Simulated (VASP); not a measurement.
# Li (P6_3/mmc) in VASP: phonons with PBEsol

Aim: the phonons of Li with PBEsol.

All numbers are computed with VASP 6.6.1; they aren't measurements. Logs are shortened: lines on timing, memory, paths and dates and some standing lists are left out, and cuts for length are marked.

### Step 1. The crystal as given

Symmetry: P6_3/mmc, No. 194, hexagonal system. Conventional cell: a = 3.111 Å, b = 3.111 Å, c = 5.093 Å, α = 90.00°, β = 90.00°, γ = 120.00°. Li (site symmetry -6m2) is surrounded by 12 Li at 3.11 to 3.12 Å.

This isn't the form of Li at room conditions, which is bcc.

### Step 2. Phonons, PBEsol

The input, INCAR:

```
  PREC = Accurate
  ENCUT = 520
  EDIFF = 1E-8
  ISMEAR = -1
  SIGMA = 0.2
  LREAL = False
  LASPH = True
  NELM = 100
  ALGO = Fast
  ISIF = 2
  LWAVE = False
  LCHARG = True
  GGA = PS
  NBANDS = 10
  IBRION = 8
  NSW = 1
```

The input, KPOINTS:

```
Automatic mesh
0
Gamma
  12 12 6
```

The input, POSCAR:

```
Li
1.0
    3.1110000000      0.0000000000      0.0000000000
   -1.5555000000      2.6942050300      0.0000000000
    0.0000000000      0.0000000000      5.0930000000
Li
2
Direct
    0.3333333300      0.6666666700      0.2500000000
    0.6666666700      0.3333333300      0.7500000000
```

Potentials or basis: VASP PAW PBE potentials, release 64 (Li_sv).

On the command line:

```sh
$ cat potpaw_PBE.64/Li_sv/POTCAR > POTCAR
$ mpirun -np 1 vasp_std > vasp.out
```

OUTCAR:

```text
PREC = Accurate
   ENCUT = 520
   EDIFF = 1E-8
   ISMEAR = -1
   LREAL = False
   LASPH = True
   NELM = 100
   ISIF = 2
   GGA = PS
   IBRION = 8
   NSW = 1

 ion  position               nearest neighbor table
   1  0.333  0.667  0.250-
   2  0.667  0.333  0.750-

  LATTYP: Found a hexagonal cell.
 ALAT       =     3.1110000000
 C/A-ratio  =     1.6370941819

  Lattice vectors:

 A1 = (   3.1110000000,   0.0000000000,   0.0000000000)
 A2 = (  -1.5555000000,   2.6942050300,   0.0000000000)
 A3 = (   0.0000000000,   0.0000000000,   5.0930000000)

Analysis of symmetry for initial positions (statically):
=====================================================================
 Subroutine PRICEL returns:
 Original cell was already a primitive cell.

 Routine SETGRP: Setting up the symmetry group for a
 hexagonal supercell.

 Subroutine GETGRP returns: Found 24 space group operations
 (whereof 12 operations were pure point group operations)
 out of a pool of 24 trial point group operations.

The static configuration has the point symmetry D_3d.
 The point group associated with its full space group is D_6h.

Analysis of symmetry for dynamics (positions and initial velocities):
=====================================================================
 Subroutine PRICEL returns:
 Original cell was already a primitive cell.

 Routine SETGRP: Setting up the symmetry group for a
 hexagonal supercell.

 Subroutine GETGRP returns: Found 24 space group operations
 (whereof 12 operations were pure point group operations)
 out of a pool of 24 trial point group operations.

The dynamic configuration has the point symmetry D_3d.
 The point group associated with its full space group is D_6h.

 Subroutine INISYM returns: Found 24 space group operations
 (whereof 12 operations are pure point group operations),
 and found     1 'primitive' translations

----------------------------------------------------------------------------------------

                                     Primitive cell

  volume of cell :      42.6879

  direct lattice vectors                    reciprocal lattice vectors
     3.111000000  0.000000000  0.000000000     0.321440051  0.185583500  0.000000000
    -1.555500000  2.694205030  0.000000000     0.000000000  0.371167001  0.000000000
     0.000000000  0.000000000  5.093000000     0.000000000  0.000000000  0.196347929

  length of vectors
     3.111000000  3.110999999  5.093000000     0.371167000  0.371167001  0.196347929

  position of ions in fractional coordinates (direct lattice)
     0.333333330  0.666666670  0.250000000
     0.666666670  0.333333330  0.750000000

  ion indices of the primitive-cell ions
   primitive index   ion index
                 1           1
                 2           2

----------------------------------------------------------------------------------------

 KPOINTS: Automatic mesh

Automatic generation of k-mesh.
 Grid dimensions read from file:
 generate k-points for:   12   12    6

 Generating k-lattice:

  Cartesian coordinates                     Fractional coordinates (reciprocal lattice)
     0.026786671  0.015465292  0.000000000     0.083333333  0.000000000  0.000000000
     0.000000000  0.030930583  0.000000000     0.000000000  0.083333333  0.000000000
     0.000000000  0.000000000  0.032724655     0.000000000  0.000000000  0.166666667
[... 93 lines left out ...]
 NGX is ok and might be reduce to    24
   NGX = 11   NGY = 11   NGZ = 19

--------------------------------------- Ionic step        1  -------------------------------------------

 number of electron       5.9999990 magnetization

 Free energy of the ion-electron system (eV)
  ---------------------------------------------------
  ext. energy  EPLUGINS =         0.00000000
  ---------------------------------------------------
  free energy    TOTEN  =        -3.99383131 eV

  energy without entropy =       -3.87211716  energy(sigma->0) =       -3.93297424

 E-fermi :   0.4688     XC(G=0):  -6.8927

 val. band max:        0.4216207426   @ k =   0.5000   0.0000   0.0000
 cond. band min:       0.4762154938   @ k =   0.3333   0.1667   0.3333
 fundamental gap:      0.0545947511
 Fermi energy:         0.4687772879

 k-point     1 :       0.0000    0.0000    0.0000
  band No.  band energies     occupation
      1     -45.5150      2.00000
      2     -45.4999      2.00000
      3      -3.0004      2.00000
      4       0.4785      0.97563
      5       3.2371      0.00000
      6      12.5489      0.00000
      7      12.5490      0.00000
      8      13.8987      0.00000
      9      13.8987      0.00000
     10      14.4266      0.00000
[... 287 lines left out ...]
 k-point    24 :       0.3333    0.0000    0.1667
  band No.  band energies     occupation
      1     -45.5036      2.00000
      2     -45.4960      2.00000
      3      -1.1490      1.99939
      4       1.7183      0.00386
      5       4.2761      0.00000
      6       6.5951      0.00000
      7       8.5381      0.00000
      8       9.3526      0.00000
      9      11.2682      0.00000
     10      12.5520      0.00000

 [... further k-points ...]

------------------------ aborting loop because EDIFF is reached ----------------------------------------

  FORCE on cell =-STRESS in cart. coord.  units (eV):
  Direction    XX          YY          ZZ          XY          YZ          ZX
  --------------------------------------------------------------------------------------
  -------------------------------------------------------------------------------------
  Total       -0.1843552     -0.1843552     -0.1837065     -0.0000000      0.0000000      0.0000000
  in kB       -6.9192920     -6.9192920     -6.8949437     -0.0000000      0.0000000      0.0000000
  external PRESSURE =      -6.9111759 kB  Pullay stress =       0.0000000 kB

 VOLUME and BASIS-vectors are now :
 -----------------------------------------------------------------------------
  energy-cutoff  :      520.00
  volume of cell :       42.69
      direct lattice vectors                 reciprocal lattice vectors
     3.111000000  0.000000000  0.000000000     0.321440051  0.185583500  0.000000000
    -1.555500000  2.694205030  0.000000000     0.000000000  0.371167001  0.000000000
     0.000000000  0.000000000  5.093000000     0.000000000  0.000000000  0.196347929

 POSITION                                       TOTAL-FORCE (eV/Angst)
 -----------------------------------------------------------------------------------
     -0.00000      1.79614      1.27325        -0.000000     -0.000000      0.000000
      1.55550      0.89807      3.81975         0.000000      0.000000      0.000000
 -----------------------------------------------------------------------------------
    total drift:                               -0.000002      0.000001      0.000000

  FREE ENERGIE OF THE ION-ELECTRON SYSTEM (eV)
  ---------------------------------------------------
  free  energy   TOTEN  =        -3.9938313143 eV

  energy  without entropy=       -3.8721171644  energy(sigma->0) =       -3.93297424

[... ionic steps 2 to 3 ...]

--------------------------------------- Ionic step        4  -------------------------------------------

------------------------ aborting loop because EDIFF is reached ----------------------------------------

[... ionic steps 5 to 5 ...]

--------------------------------------- Ionic step        6  -------------------------------------------

 Free energy of the ion-electron system (eV)
  ---------------------------------------------------
  ---------------------------------------------------
  free energy    TOTEN  =        -0.17896857 eV

  energy without entropy =       -0.17896857

------------------------ aborting loop because EDIFF is reached ----------------------------------------

 INTERNAL STRAIN TENSOR  FOR ION    1  DIRECTION 3   (eV/Angst):
 -----------------------------------------------------------------------------
     0.00034  0.00000  0.00000
    -0.00000  0.00034  0.00000
     0.00000 -0.00000  0.00065

 INTERNAL STRAIN TENSOR FOR ION    2 for displacements in x,y,z  (eV/Angst):
          X           Y           Z          XY          YZ          ZX
  --------------------------------------------------------------------------------
  x    -0.00000     0.00000     0.00000     0.48221     0.00000     0.00000
  y     0.48221    -0.48221     0.00000     0.00000     0.00000     0.00000
  z     0.00000    -0.00000    -0.00000     0.00000     0.00000     0.00000

 SECOND DERIVATIVES (NOT SYMMETRIZED)
 ------------------------------------
               1X          1Y          1Z          2X          2Y          2Z
  1X    -0.158424    0.000000    0.000000    0.158424    0.000000    0.000000
  1Y     0.000000   -0.158424    0.000000    0.000000    0.158424    0.000000
  1Z     0.000000    0.000000   -1.148922    0.000000    0.000000    1.148922
  2X     0.158424    0.000000    0.000000   -0.158424    0.000000    0.000000
  2Y     0.000000    0.158424    0.000000    0.000000   -0.158424    0.000000
  2Z     0.000000    0.000000    1.148922    0.000000    0.000000   -1.148922

 Eigenvectors and eigenvalues of the dynamical matrix
 ----------------------------------------------------

   1 f  =    8.950597 THz    56.238257 2PiTHz  298.559763 cm-1    37.016676 meV
             X         Y         Z           dx          dy          dz
     -0.000000  1.796137  1.273250     0.000000    0.000000    0.707107
      1.555500  0.898068  3.819750     0.000000    0.000000   -0.707107
[... 16 lines left out ...]
   5 f  =    0.000000 THz     0.000000 2PiTHz    0.000000 cm-1     0.000000 meV
             X         Y         Z           dx          dy          dz
     -0.000000  1.796137  1.273250     0.707107    0.000000    0.000000
      1.555500  0.898068  3.819750     0.707107    0.000000    0.000000

   6 f/i=    0.000000 THz     0.000001 2PiTHz    0.000004 cm-1     0.000001 meV
             X         Y         Z           dx          dy          dz
     -0.000000  1.796137  1.273250     0.000000    0.068878   -0.703744
      1.555500  0.898068  3.819750     0.000000    0.068878   -0.703744

--------------------------------------------------------------------------------------------------------

 ELASTIC MODULI CONTR FROM IONIC RELAXATION (kBar)
 Direction    XX          YY          ZZ          XY          YZ          ZX
 --------------------------------------------------------------------------------
 XX         -55.0891     55.0891     -0.0000      0.0000      0.0000      0.0000
 YY          55.0891    -55.0891      0.0000     -0.0000      0.0000      0.0000
 ZZ          -0.0000      0.0000     -0.0000      0.0000      0.0000      0.0000
 XY           0.0000     -0.0000      0.0000    -55.0891      0.0000      0.0000
 YZ           0.0000      0.0000      0.0000      0.0000      0.0000      0.0000
 ZX           0.0000      0.0000      0.0000      0.0000      0.0000      0.0000
 --------------------------------------------------------------------------------
```

It took 6.1 min on 1 thread of Intel Xeon Platinum 8488C (Sapphire Rapids), shared host; peak memory 0.34 GiB.

What came out:

```yaml
Highest_phonon_frequency_at_Γ: 299 cm⁻¹
```

Phonon frequencies in cm⁻¹ (negative: imaginary):
| q point | frequencies |
| --- | --- |
| (0.000, 0.000, 0.000) | 0 0 0 111 111 299 |

Caveat: the cutoff is under 1.25 times the usual one of these potentials, so pressure, stress and relaxed cells hold a basis-set (Pulay) error; the PAW data sets were made with another functional, which shifts forces and pressure a little.
